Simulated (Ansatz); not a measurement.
# CuO (P4/mmm) in Ansatz: a run that goes wrong, beside a sound one

A flawed run on CuO and a sound one for comparison.

Everything below comes from runs of Ansatz 0.2.0. Logs are shortened: lines on timing, memory, paths and dates and some standing lists are left out, and cuts for length are marked.

### Step 1. The structure

The structure is tetragonal, space group P4/mmm (No. 123). Conventional cell: a = 4.161 Å, b = 4.161 Å, c = 3.888 Å, α = 90.00°, β = 90.00°, γ = 90.00°. Around Cu (site symmetry mmm) lie 4 O at 1.94 to 2.08 Å. Around Cu (site symmetry 4/mmm) lie 6 O at 1.94 to 2.08 Å. O (site symmetry 4/mmm) has 6 Cu at 1.94 to 2.08 Å as nearest neighbours. Around O (site symmetry mmm) lie 4 Cu at 1.94 to 2.08 Å.

Measurements of this composition are mostly on another form, of space group No. 15.

### Step 2. A run with an altered input

input.yaml reads:

```yaml
crystal:
  lattice:
    - [4.160937, 0.0, 0.0]
    - [0.0, 4.160937, 0.0]
    - [0.0, 0.0, 3.887643]
  atoms:
    - { symbol: Cu, position: [0.5, 0.0, 0.5] }
    - { symbol: Cu, position: [0.0, 0.5, 0.5] }
    - { symbol: Cu, position: [0.0, 0.0, 0.0] }
    - { symbol: O, position: [0.0, 0.0, 0.5] }
    - { symbol: O, position: [0.5, 0.0, 0.0] }
    - { symbol: O, position: [0.0, 0.5, 0.0] }
hamiltonian:
  xc: lda
  pseudopotentials: { kind: paw }
kpoints:
  mp_grid: { grid: [7, 7, 7] }
scf:
  occupations: { method: fermi_dirac, width: 0.05 }
  n_extra_bands: 15
  max_iter: 1
output:
  forces: true
  stress: true
  eigenvalues: true
  dos: { projected: true, de: 0.05, nscf_kmesh: { grid: [11, 11, 11] } }
```

Potentials or basis: Ansatz PAW.

The run is started by

```bash
$ ansatz run input.yaml --threads 2 --pin off --max-ram 5632MiB --backend cpu --events-out ev --progress --plain --runs-dir out
```

Output:

```text
Warning: RAYON_NUM_THREADS=2 ignored (pool sized by the plan → 2); use --threads N
scf.n_extra_bands = 15 over 38 filled bands (N_el = 75.0): the run solves 53 bands
Engine: ansatz 0.2.0, aarch64-unknown-linux-gnu
Pseudopotentials: kind: paw
[... 19 lines left out ...]
Initial wavefunctions: pseudopotential atomic-orbital guess
Functional: x = slater, c = lda
SCF iter   1: F=—  HF=-21327.181710 eV  |F-HF|=—  |Δ(HF+E_count)|=         —  Δρ=2.19e-2  dr2=2.54e-1  ethr=1.77e-3  ⟨swp⟩=6.5  Hψ=22065  notcnv=0
preconditioner: auto → LDOS  [metal: Δε(μ)=0.032 eV  Ē_g=15.108 eV  σ=0.050 eV  W_gap=0.16  n_scr=26 (ndim 8)  ℏωp=32.3 eV  f_vac=0.127  D(μ)=4.20/eV (n_scr^D=32)  β→1.0]
Error: did not converge after 1 iterations: dr2 = 2.54e-1 (threshold 1.00e-7), under the density mixer `msr1`, which `scf.mixing.algorithm: auto` chose by the deck's other keys (type `scf.mixing.algorithm: msr1` to keep it); raise `scf.max_iter`, which need not help a stalled SCF, or adjust the mixing (`scf.mixing`) or, under a smearing, its width (`scf.occupations.width`, in either direction: another width is another result); this SCF holds its density and magnetisation to the symmetry operations that it keeps, and cannot end on a state that breaks one of them: if the state sought breaks one, re-run with `crystal.symmetry.detect: false`, without `crystal.symmetry.time_reversal: true`, on a non-collinear deck whose state breaks time reversal, with `crystal.symmetry.time_reversal: false` beside it (there exact exchange or a DFT+U term alone can polarise the run; a magnetic state wants starting moments), where the deck allows it (that run may end on another state, and need not converge either) — the other mixer that `auto` picks from is left to try (`scf.mixing.algorithm: broyden`); it can need more iterations, either can converge an SCF that the other leaves open, and the two can end on different states; the input reference at `scf.mixing.algorithm` says more, and from which start to try it
```

It took 2 s on 2 threads of Arm Neoverse V2, shared host; peak memory 0.36 GiB.

The calculation stopped without meeting its thresholds. What is wrong with the input: too few SCF iterations.

### Step 3. Projected density of states, LDA

input.yaml: that of step 2 with these lines changed.

```diff
@@ -20,3 +20,2 @@
   n_extra_bands: 15
-  max_iter: 1
 output:
@@ -26 +25,5 @@
   dos: { projected: true, de: 0.05, nscf_kmesh: { grid: [11, 11, 11] } }
+  write_density: true
+  write_potential: true
+  elf: true
+  volumetric_format: npy
```

Potentials or basis: Ansatz PAW.

The run is started by

```bash
$ ansatz run input.yaml --threads 2 --pin off --max-ram 5632MiB --backend cpu --events-out ev --progress --plain --runs-dir out
```

Run time: 12 s. Hardware: 2 threads of Arm Neoverse V2, shared host; peak memory 0.5 GiB.

It converged, with:

- Free energy: -21327.1126 eV
- Pressure: -11.5 GPa
- Band gap on the k mesh: none (metal or under the smearing width)
- Density of states at the Fermi level: 4.11 states/eV per cell

Stress tensor (GPa, compression positive):
```
 -9.09   0.00   0.00
  0.00  -9.09   0.00
  0.00   0.00 -16.29
```

Levels at points of the mesh, in eV from the Fermi level:
```tsv
k point	band 35	band 36	band 37	band 38	band 39	band 40	band 41	band 42
(0.00, 0.00, 0.00)	-1.52	-1.50	-1.46	-1.46	-1.40	1.25	5.89	7.36
```

States per cell in windows of 0.5 eV (zero at the Fermi level; states under -8 eV left out):
```tsv
from (eV)	total	Cu 3d	O 2p	Cu 4s	O 2s
-8.0	0.24	0.05	0.16	0.03	0.00
-7.5	1.28	0.27	0.83	0.17	0.01
-7.0	1.54	0.31	1.03	0.17	0.02
-6.5	1.74	0.32	1.25	0.12	0.02
-6.0	1.59	0.30	1.22	0.03	0.01
-5.5	3.05	1.30	1.64	0.07	0.02
-5.0	2.52	1.10	1.37	0.02	0.01
-4.5	2.01	0.90	1.07	0.01	0.01
-4.0	1.41	0.75	0.64	0.01	0.00
-3.5	1.09	0.69	0.37	0.01	0.00
-3.0	3.09	2.40	0.57	0.10	0.01
-2.5	8.76	8.17	0.47	0.08	0.03
-2.0	6.22	5.47	0.56	0.12	0.04
-1.5	4.62	3.19	1.20	0.10	0.08
-1.0	3.53	1.82	1.50	0.07	0.08
-0.5	2.54	1.18	1.26	0.04	0.04
0.0	1.39	0.68	0.66	0.02	0.02
0.5	1.13	0.53	0.58	0.01	0.01
1.0	0.22	0.10	0.11	0.01	0.00
1.5	0.07	0.01	0.01	0.03	0.01
2.0	0.16	0.01	0.02	0.06	0.02
2.5	0.27	0.02	0.04	0.10	0.03
3.0	0.59	0.03	0.10	0.21	0.04
3.5	0.53	0.03	0.10	0.21	0.03
4.0	0.35	0.02	0.08	0.16	0.02
4.5	0.23	0.01	0.04	0.13	0.02
5.0	0.31	0.01	0.04	0.17	0.03
5.5	0.52	0.01	0.06	0.25	0.04
6.0	0.81	0.02	0.11	0.41	0.04
6.5	0.64	0.01	0.07	0.35	0.03
7.0	0.82	0.01	0.08	0.39	0.02
7.5	1.26	0.01	0.09	0.37	0.02
```

Caveat: the pressure holds a Pulay correction of +0.9 GPa for the finite cutoff; an odd number of electrons without spin polarisation forces a metal; a magnetic or distorted state may lie lower; the run has no spin polarisation, though such a crystal can be magnetic; semilocal functionals often make such compounds metallic where correlation or magnetic order opens a gap, which also shifts bond lengths; the PAW data sets come from PBE, with cores solved anew for the run's functional, which leaves a small shift of forces and pressure. With open d or f shells a metallic result of LDA can be an artefact of self-interaction; +U or a hybrid may open a gap.
